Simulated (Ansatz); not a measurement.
The system is ZnAu.

```xyz
2
Lattice="3.1470 0.0000 0.0000 0.0000 3.1470 0.0000 0.0000 0.0000 3.1470" Properties=species:S:1:pos:R:3 pbc="T T T"
Au    0.0000    0.0000    0.0000
Zn    1.5735    1.5735    1.5735
```

| Quantity | Value |
| --- | --- |
| Program | Ansatz 0.2.0 |
| Task | single point |
| Functional | PBE |
| Potentials or basis | all-electron LAPW, scalar-relativistic |
| Cutoff | 267 eV (chosen from the basis error) |
| Basis error allowed | 0.001 eV/atom |
| k mesh | 8 × 8 × 8 |
| Occupations | fermi-dirac, width 0.05 eV |
| Spin | no spin polarisation |

On this cell: pressure 5.1 GPa; largest force zero by symmetry; band gap on the k mesh none (metal or under the smearing width).

The same run follows on a disturbed copy (atoms moved at random, drawn with an rms of 0.05 Å):

```
Au Zn
1.0
     3.14700    0.00000    0.00000
     0.00000    3.14700    0.00000
     0.00000    0.00000    3.14700
Au Zn
1 1
Direct
  0.00445 0.99697 0.98940
  0.48516 0.51545 0.50244
```

Question: What changes?

Answer: The energy (extrapolated to zero smearing) moves by +8.5 meV/atom; pressure 5.6 GPa; largest force 0.369 eV/Å; band gap on the k mesh none (metal or under the smearing width).

Forces in eV/Å, atoms in the order of the input:
```
Au  -0.239  0.229  0.163
Zn   0.239 -0.229 -0.163
```

Stress tensor (GPa, compression positive):
```
 5.53 -0.35 -0.25
-0.35  5.54  0.24
-0.25  0.24  5.62
```
